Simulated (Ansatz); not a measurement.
## Li, simple cubic: how the functional moves the structure

All rows: Ansatz, plane waves with scalar-relativistic PAW, 420 eV (500 eV for the SCAN forms), relaxed under each functional, no dispersion correction, no zero-point motion. B₀ comes from uniform scaling at fixed shape; a dash is a value not given.

| functional | V (Å³/atom) | cell | B₀ (GPa) | magnetic state | ΔE to bcc (meV/atom) |
| --- | --- | --- | --- | --- | --- |
| PBE | 20.44 | a = 2.734 Å | 12 | spin not included | 119 |
| r²SCAN | 21.14 | a = 2.765 Å | 12 | spin not included | 120 |
| PBEsol | 20.33 | a = 2.729 Å | 12 | spin not included | 119 |
| LDA | 19.05 | a = 2.671 Å | 14 | spin not included | 116 |
| revPBE | 21.40 | a = 2.776 Å | 12 | spin not included | 120 |
| RPBE | 21.32 | a = 2.773 Å | 12 | spin not included | 120 |
| BLYP | 20.26 | a = 2.726 Å | 12 | spin not included | 117 |

LDA gives the smallest volume and revPBE the largest.
